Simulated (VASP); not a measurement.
Cs2AgBiBr6:

```
Bi Cs Ag Br
1.0
     0.00000    5.61610    5.61610
     5.61610    0.00000    5.61610
     5.61610    5.61610    0.00000
Bi Cs Ag Br
1 2 1 6
Direct
  0.00000 0.00000 0.00000
  0.75000 0.75000 0.75000
  0.25000 0.25000 0.25000
  0.50000 0.50000 0.50000
  0.74945 0.74945 0.25055
  0.25055 0.25055 0.74945
  0.74945 0.25055 0.25055
  0.74945 0.25055 0.74945
  0.25055 0.74945 0.74945
  0.25055 0.74945 0.25055
```

* Program: VASP 6.6.1
* Task: relaxation of cell and atoms
* Functional: revPBE
* Potentials or basis: VASP PAW PBE potentials, release 64 (Bi_d, Cs_sv, Ag, Br)
* Cutoff: 600 eV
* k mesh: 3 × 3 × 3
* Occupations: fermi-dirac, width 0.05 eV
* Spin: no spin polarisation

At the start: pressure 3.1 GPa; volume 35.43 Å³/atom.

Problem. Where does the relaxation end?

Solution. Over 8 steps the energy falls by 40.0 meV/atom and the volume is 40.32 Å³/atom (+13.8 %); space group Fm-3m (No. 225, to 0.05 Å).

The path:
| step | energy change (eV) | largest force (eV/Å) | pressure (GPa) | volume (Å³) |
| --- | --- | --- | --- | --- |
| 1 | 0.0000 | 0.2605 | 3.13 | 354.27 |
| 2 | -0.3712 | 0.1542 | 0.35 | 390.89 |
| 3 | -0.3760 | 0.2029 | 0.04 | 396.54 |
| 4 | -0.3760 | 0.1955 | 0.09 | 395.66 |
| 5 | -0.3865 | 0.1429 | 0.07 | 397.21 |
| 6 | -0.3992 | 0.0202 | 0.06 | 400.94 |
| 7 | -0.3997 | 0.0093 | 0.05 | 401.86 |
| 8 | -0.3998 | 0.0028 | -0.01 | 403.17 |

Final structure:
```
Bi Cs Ag Br
1.0
     0.00000    5.86345    5.86345
     5.86345    0.00000    5.86345
     5.86345    5.86345    0.00000
Bi Cs Ag Br
1 2 1 6
Direct
  0.00000 0.00000 0.00000
  0.75000 0.75000 0.75000
  0.25000 0.25000 0.25000
  0.50000 0.50000 0.50000
  0.75145 0.75145 0.24855
  0.24855 0.24855 0.75145
  0.75145 0.24855 0.24855
  0.75145 0.24855 0.75145
  0.24855 0.75145 0.75145
  0.24855 0.75145 0.24855
```

Caveat: the PAW data sets were made with another functional, which shifts forces and pressure a little.
